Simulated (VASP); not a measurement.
Input of a VASP 6.6.1 run:

The input INCAR:

```
SYSTEM = PtSe
PREC = Accurate
ENCUT = 520
EDIFF = 1E-8
ISMEAR = 0
SIGMA = 0.02
LREAL = .False.
LASPH = .True.
NELM = 60
ALGO = Normal
ISIF = 2
LWAVE = .False.
LCHARG = .False.
GGA = PE
LEFG = .True.
```

File KPOINTS:

```
regular mesh
0
Gamma
  8 8 8
  0 0 0
```

File POSCAR:

```
PtSe
1.0
    0.0000000000      3.0374472300      3.0374472300
    3.0374472300      0.0000000000      3.0374472300
    3.0374472300      3.0374472300      0.0000000000
Pt Se
1 1
Direct
    0.0000000000      0.0000000000      0.0000000000
    0.2500000000      0.2500000000      0.2500000000
```

Potentials or basis: VASP PAW PBE potentials, release 64 (Pt, Se).

Run with:

```bash
$ cat potpaw_PBE.64/Pt/POTCAR potpaw_PBE.64/Se/POTCAR > POTCAR
$ mpirun -np 1 vasp_std > vasp.out
```

**Question.** What does it give for the pressure?

**Answer.** -11.2 GPa.

**Question.** Predict the band gap on the k mesh.

**Answer.** None (metal or under the smearing width).

Electric field gradients, principal values (V/Å²):
| atom | Vxx | Vyy | Vzz |
| --- | --- | --- | --- |
| 1 Pt | 0.000 | 0.000 | 0.000 |
| 2 Se | 0.000 | 0.000 | 0.000 |

The run has no spin-orbit coupling, so splittings on Pt are missing.
